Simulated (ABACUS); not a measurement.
# C (Fd-3m) in ABACUS: equation of state, part 2 of 2

ABACUS 3.10.1. Earlier steps stand in the parts before.

## Step 3: Equation of state, PBE, 5.44 Å³/atom (volume scaled by 0.96)

INPUT

```
INPUT_PARAMETERS
suffix              C
calculation         scf
basis_type          pw
pseudo_dir          ./
symmetry            1
dft_functional      pbe
ecutwfc             82
pseudo_rcut         10
nspin               1
nbands              8
ks_solver           dav
smearing_method     fd
smearing_sigma      0.00367493
scf_thr             1e-08
scf_nmax            100
mixing_type         broyden
mixing_beta         0.7
cal_force           1
cal_stress          1
kpar                4
```

STRU

```
ATOMIC_SPECIES
C 12.0110 C.upf

LATTICE_CONSTANT
1.8897261246

LATTICE_VECTORS
0.0000000000 1.7592674508 1.7592674508
1.7592674508 0.0000000000 1.7592674508
1.7592674508 1.7592674508 0.0000000000

ATOMIC_POSITIONS
Direct

C
0.0
2
0.7500000000 0.7500000000 0.7500000000 1 1 1
0.5000000000 0.5000000000 0.5000000000 1 1 1
```

KPT

```
K_POINTS
0
Gamma
13 13 13 0 0 0
```

Potentials or basis: PseudoDojo NC SR 0.4.1 PBE standard, plane waves.

Command:

```sh
> OMP_NUM_THREADS=1 mpirun -np 4 abacus > log
```

It took 4.5 s on 4 MPI ranks of Intel Xeon Platinum 8259CL at 2.50GHz (Skylake/Cascade Lake), shared host; peak memory 0.2 GiB.

It converged, with:

```yaml
Free_energy: -327.5350 eV
Pressure: 21.2 GPa
Band_gap_on_the_k_mesh: 4.29 eV, indirect (least direct gap 5.74 eV)
```

Caveat: an odd mesh through Γ misses points on the zone boundary, where band edges often lie.

## Step 4: Equation of state, PBE, 5.56 Å³/atom (volume scaled by 0.98)

INPUT is that of step 3.

STRU

```
ATOMIC_SPECIES
C 12.0110 C.upf

LATTICE_CONSTANT
1.8897261246

LATTICE_VECTORS
0.0000000000 1.7714007132 1.7714007132
1.7714007132 0.0000000000 1.7714007132
1.7714007132 1.7714007132 0.0000000000

ATOMIC_POSITIONS
Direct

C
0.0
2
0.7500000000 0.7500000000 0.7500000000 1 1 1
0.5000000000 0.5000000000 0.5000000000 1 1 1
```

KPT is that of step 3.

Potentials or basis: PseudoDojo NC SR 0.4.1 PBE standard, plane waves.

Command:

```sh
> OMP_NUM_THREADS=1 mpirun -np 4 abacus > log
```

running log:

```text
ABACUS v3.10.1

               Atomic-orbital Based Ab-initio Computation at UStc

 ------------------------------------------------------------------------------------

 READING GENERAL INFORMATION
                           global_out_dir = OUT.C/
                           global_in_card = INPUT
                               pseudo_dir = ./
                              orbital_dir =
                                    DSIZE = 4
                                    GSIZE = 1

 READING UNITCELL INFORMATION
                                    ntype = 1
                  lattice constant (Bohr) = 1.88973
              lattice constant (Angstrom) = 1

 READING ATOM TYPE 1
                               atom label = C
                      L=0, number of zeta = 1
                      L=1, number of zeta = 1
                      L=2, number of zeta = 1
             number of atom for this type = 2

                        TOTAL ATOM NUMBER = 2
DIRECT COORDINATES
    atom                   x                   y                   z     mag                  vx                  vy                  vz
taud_C1            0.7500000000        0.7500000000        0.7500000000  0.0000        0.0000000000        0.0000000000        0.0000000000
taud_C2            0.5000000000        0.5000000000        0.5000000000  0.0000        0.0000000000        0.0000000000        0.0000000000
[... 275 lines left out ...]
 E_Hartree      1.9113386031         26.0050958099
 E_xc           -8.7152351367        -118.5768572686
 E_Ewald        -25.7474956945       -350.3126506754
 E_entropy(-TS) -0.0000000000        -0.0000000000
 E_descf        0.0000000000         0.0000000000
 E_exx          0.0000000000         0.0000000000
 E_Fermi        1.1911603212         16.2065676004
----------------------------------------------------------

 charge density convergence is achieved
 final etot is -327.55803169 eV
 EFERMI = 16.2065676 eV

 STATE ENERGY(eV) AND OCCUPATIONS    NSPIN == 1
 1/21 kpoint (Cartesian) = 0.0000 0.0000 0.0000 (941 pws)
       1       -8.03608    0.000910332
       2        13.7273    0.000910332
       3        13.7273    0.000910332
       4        13.7273    0.000910332
       5        19.4086    1.40238e-31
       6        19.4086    1.40238e-31
       7        19.4086    1.40238e-31
       8        27.5227        0.00000
[... 41 lines left out ...]
 6/21 kpoint (Cartesian) = 0.10856 0.10856 0.10856 (941 pws)
       1       -4.00952     0.00728266
       2        2.59184     0.00728266
       3        11.0994     0.00728266
       4        11.0994     0.00728266
       5        22.2734    1.46563e-55
       6        22.2734    1.46563e-55
       7        22.7533    9.96573e-60
       8        29.4597        0.00000

[... levels at 15 further k points ...]

------------------------------------------------------------------------------------------
 TOTAL-FORCE (eV/Angstrom)
------------------------------------------------------------------------------------------
                        C1         0.0000000000         0.0000000000         0.0000000000
                        C2         0.0000000000         0.0000000000         0.0000000000
------------------------------------------------------------------------------------------

----------------------------------------------------------------
 TOTAL-STRESS (KBAR)
----------------------------------------------------------------
       110.6557739722        -0.0000000000         0.0000000000
        -0.0000000000       110.6557739722         0.0000000000
        -0.0000000000         0.0000000000       110.6557739722
----------------------------------------------------------------
 TOTAL-PRESSURE: 110.655774 KBAR

 --------------------------------------------
 !FINAL_ETOT_IS -327.5580316927986928 eV
 --------------------------------------------
```

It took 4 s on 4 MPI ranks of Intel Xeon Platinum 8259CL at 2.50GHz (Skylake/Cascade Lake), shared host; peak memory 0.2 GiB.

Results:

| Property | Result |
| --- | --- |
| Free energy | -327.5580 eV |
| Pressure | 11.1 GPa |
| Band gap on the k mesh | 4.25 eV, indirect (least direct gap 5.68 eV) |

Caveat: an odd mesh through Γ misses points on the zone boundary, where band edges often lie.

## Step 5: Equation of state, PBE, 5.67 Å³/atom

INPUT is that of step 4.

STRU

```
ATOMIC_SPECIES
C 12.0110 C.upf

LATTICE_CONSTANT
1.8897261246

LATTICE_VECTORS
0.0000000000 1.7833700000 1.7833700000
1.7833700000 0.0000000000 1.7833700000
1.7833700000 1.7833700000 0.0000000000

ATOMIC_POSITIONS
Direct

C
0.0
2
0.7500000000 0.7500000000 0.7500000000 1 1 1
0.5000000000 0.5000000000 0.5000000000 1 1 1
```

KPT is that of step 4.

Command:

```sh
> OMP_NUM_THREADS=1 mpirun -np 4 abacus > log
```

It took 5.4 s on 4 MPI ranks of Intel Xeon Platinum 8259CL at 2.50GHz (Skylake/Cascade Lake), shared host; peak memory 0.2 GiB.

It converged, with:

```yaml
Free_energy: -327.5674 eV
Pressure: 1.8 GPa
Band_gap_on_the_k_mesh: 4.20 eV, indirect (least direct gap 5.62 eV)
```

Caveat: an odd mesh through Γ misses points on the zone boundary, where band edges often lie.

## Step 6: Equation of state, PBE, 5.79 Å³/atom (volume scaled by 1.02)

INPUT is that of step 5.

STRU

```
ATOMIC_SPECIES
C 12.0110 C.upf

LATTICE_CONSTANT
1.8897261246

LATTICE_VECTORS
0.0000000000 1.7951807415 1.7951807415
1.7951807415 0.0000000000 1.7951807415
1.7951807415 1.7951807415 0.0000000000

ATOMIC_POSITIONS
Direct

C
0.0
2
0.7500000000 0.7500000000 0.7500000000 1 1 1
0.5000000000 0.5000000000 0.5000000000 1 1 1
```

KPT is that of step 5.

Potentials or basis: PseudoDojo NC SR 0.4.1 PBE standard, plane waves.

Command:

```sh
> OMP_NUM_THREADS=1 mpirun -np 4 abacus > log
```

It took 5.4 s on 4 MPI ranks of Intel Xeon Platinum 8259CL at 2.50GHz (Skylake/Cascade Lake), shared host; peak memory 0.2 GiB.

The run converged. Its results:

```
Free energy            : -327.5642 eV
Pressure               : -6.6 GPa
Band gap on the k mesh : 4.15 eV, indirect (least direct gap 5.57 eV)
```

Caveat: an odd mesh through Γ misses points on the zone boundary, where band edges often lie.

## Step 7: Equation of state, PBE, 5.90 Å³/atom (volume scaled by 1.04)

INPUT is that of step 6.

STRU

```
ATOMIC_SPECIES
C 12.0110 C.upf

LATTICE_CONSTANT
1.8897261246

LATTICE_VECTORS
0.0000000000 1.8068380860 1.8068380860
1.8068380860 0.0000000000 1.8068380860
1.8068380860 1.8068380860 0.0000000000

ATOMIC_POSITIONS
Direct

C
0.0
2
0.7500000000 0.7500000000 0.7500000000 1 1 1
0.5000000000 0.5000000000 0.5000000000 1 1 1
```

KPT is that of step 6.

Command:

```sh
> OMP_NUM_THREADS=1 mpirun -np 4 abacus > log
```

It took 4.4 s on 4 MPI ranks of Intel Xeon Platinum 8259CL at 2.50GHz (Skylake/Cascade Lake), shared host; peak memory 0.24 GiB.

It converged, with:

```yaml
Free_energy: -327.5497 eV
Pressure: -14.2 GPa
Band_gap_on_the_k_mesh: 4.11 eV, indirect (least direct gap 5.51 eV)
```

Caveat: an odd mesh through Γ misses points on the zone boundary, where band edges often lie.

## Step 8: Equation of state, PBE, 6.01 Å³/atom (volume scaled by 1.06)

INPUT is that of step 7.

STRU

```
ATOMIC_SPECIES
C 12.0110 C.upf

LATTICE_CONSTANT
1.8897261246

LATTICE_VECTORS
0.0000000000 1.8183469191 1.8183469191
1.8183469191 0.0000000000 1.8183469191
1.8183469191 1.8183469191 0.0000000000

ATOMIC_POSITIONS
Direct

C
0.0
2
0.7500000000 0.7500000000 0.7500000000 1 1 1
0.5000000000 0.5000000000 0.5000000000 1 1 1
```

KPT is that of step 7.

Command:

```sh
> OMP_NUM_THREADS=1 mpirun -np 4 abacus > log
```

It took 8.1 s on 4 MPI ranks of Intel Xeon Platinum 8259CL at 2.50GHz (Skylake/Cascade Lake), shared host; peak memory 0.2 GiB.

The run converged. Its results:

| Quantity | Value |
| --- | --- |
| Free energy | -327.5249 eV |
| Pressure | -21.2 GPa |
| Band gap on the k mesh | 4.07 eV, indirect (least direct gap 5.46 eV) |

Caveat: an odd mesh through Γ misses points on the zone boundary, where band edges often lie.

## Step 9: Equation of state, PBE

Potentials or basis: PseudoDojo NC SR 0.4.1 PBE standard, plane waves.

No new run: the results of the series are fitted here.

What came out:

```yaml
Equilibrium_volume: 5.70 Å³/atom
Bulk_modulus: 433 GPa
Pressure_derivative_of_the_bulk_modulus: 3.7
```

Energy against volume, from the lowest point:
| volume (Å³/atom) | energy (meV/atom) |
| --- | --- |
| 5.332 | 35.22 |
| 5.445 | 16.19 |
| 5.558 | 4.66 |
| 5.672 | 0.00 |
| 5.785 | 1.57 |
| 5.899 | 8.82 |
| 6.012 | 21.25 |

## Step 10: How close it comes

Step 9. Measured bulk modulus of C: 444.8 GPa (quoted in “Equation of state of cubic boron nitride at high pressures and temperatures”, 2007, arxiv:cond-mat/0702656). This calculation gives 433 GPa (-2.8 %). 3 values of this kind are on record (442 to 444.8 GPa); this one was drawn at random among those near their median, those with a stated uncertainty first. The fit is for a static lattice scaled at fixed shape and fixed fractional positions. The cell as given is a measured one (5.67 Å³/atom); PBE puts the equilibrium volume +0.5 % from it, thermal expansion not counted.
